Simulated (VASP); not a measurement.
The system is SnS.

```
Sn S
1.0
    11.20000    0.00000    0.00000
     0.00000    3.98700    0.00000
     0.00000    0.00000    4.33400
Sn S
4 4
Direct
  0.11940 0.25000 0.11980
  0.38060 0.75000 0.61980
  0.61940 0.25000 0.38020
  0.88060 0.75000 0.88020
  0.85080 0.25000 0.47930
  0.64920 0.75000 0.97930
  0.35080 0.25000 0.02070
  0.14920 0.75000 0.52070
```

| Quantity | Value |
| --- | --- |
| Program | VASP 6.6.1 |
| Task | relaxation of cell and atoms |
| Functional | PBEsol |
| Potentials or basis | VASP PAW PBE potentials, release 64 (Sn_d, S) |
| Cutoff | 600 eV |
| k mesh | 4 × 8 × 6 |
| Occupations | gaussian, width 0.03 eV |
| Spin | no spin polarisation |

At the start: pressure -0.8 GPa; volume 24.19 Å³/atom.

Task: How do energy, volume and symmetry change on relaxing?

Result: Over 17 steps the energy falls by 3.3 meV/atom and the volume is 23.42 Å³/atom (-3.2 %); space group Pnma (No. 62, to 0.05 Å).

Step by step:
| step | energy change (eV) | largest force (eV/Å) | pressure (GPa) | volume (Å³) |
| --- | --- | --- | --- | --- |
| 1 | 0.0000 | 0.0741 | -0.79 | 193.53 |
| 2 | -0.0097 | 0.1417 | 0.13 | 190.21 |
| 3 | -0.0097 | 0.1445 | 0.17 | 190.10 |
| 4 | -0.0166 | 0.0946 | 0.11 | 189.32 |
| 5 | -0.0225 | 0.0337 | 0.02 | 187.85 |
| 6 | -0.0226 | 0.0383 | 0.03 | 187.65 |
| 7 | -0.0247 | 0.0292 | -0.04 | 187.49 |
| 8 | -0.0246 | 0.0292 | -0.03 | 187.48 |
| 9 | -0.0254 | 0.0155 | 0.05 | 187.24 |
| 10 | -0.0255 | 0.0152 | 0.09 | 187.09 |
| 11 | -0.0257 | 0.0241 | -0.09 | 187.58 |
| 12 | -0.0258 | 0.0208 | -0.02 | 187.43 |
| 13 | -0.0258 | 0.0204 | -0.05 | 187.45 |
| 14 | -0.0259 | 0.0183 | -0.02 | 187.43 |
| 15 | -0.0260 | 0.0166 | -0.01 | 187.41 |
| 16 | -0.0262 | 0.0091 | 0.02 | 187.33 |
| 17 | -0.0262 | 0.0094 | -0.01 | 187.35 |

Final structure:
```
CELL_PARAMETERS angstrom
11.08297 0.00000 0.00000
0.00000 3.98446 0.00000
0.00000 0.00000 4.24249
ATOMIC_POSITIONS crystal
Sn 0.11831 0.25000 0.11342
Sn 0.38169 0.75000 0.61342
Sn 0.61831 0.25000 0.38658
Sn 0.88169 0.75000 0.88658
S 0.85349 0.25000 0.47308
S 0.64651 0.75000 0.97308
S 0.35349 0.25000 0.02692
S 0.14651 0.75000 0.52692
```

Caveat: the PAW data sets were made with another functional, which shifts forces and pressure a little.
